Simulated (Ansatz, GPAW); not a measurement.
## Mo: 3 runs at one level of theory

```
Mo
1.0
    -1.58381    1.58381    1.58381
     1.58381   -1.58381    1.58381
     1.58381    1.58381   -1.58381
Mo
1
Direct
  0.00000 0.00000 0.00000
```

Alike in all runs: task single point; functional PBE; k mesh 12 × 12 × 12; occupations gaussian, width 0.012 eV; no spin polarisation; no spin-orbit coupling. Pressure is positive in compression and, in plane waves, holds the error of the finite cutoff, which Ansatz's Pulay term estimates and takes out.

| program and potentials | plane-wave cutoff (eV) | notes | band gap (eV) | pressure (GPa) |
| --- | --- | --- | --- | --- |
| Ansatz, Ansatz PAW | 420 | Pulay term of +0.05 GPa included | no gap | -1.94 |
| Ansatz, all-electron LAPW, scalar-relativistic | - | - | no gap | -1.95 |
| GPAW, GPAW PAW data sets (gpaw-data 1.2.1) | 600 | - | no gap | -2.31 |

None finds a gap. The pressure spans -2.31 (GPAW, GPAW PAW data sets (gpaw-data 1.2.1)) to -1.94 GPa (Ansatz, Ansatz PAW), with all-electron results at -1.95.

Differences between rows come from potentials, basis sets and numerical settings, since the functional is the same but for its coding. Runs on potential files found faulty are left out.
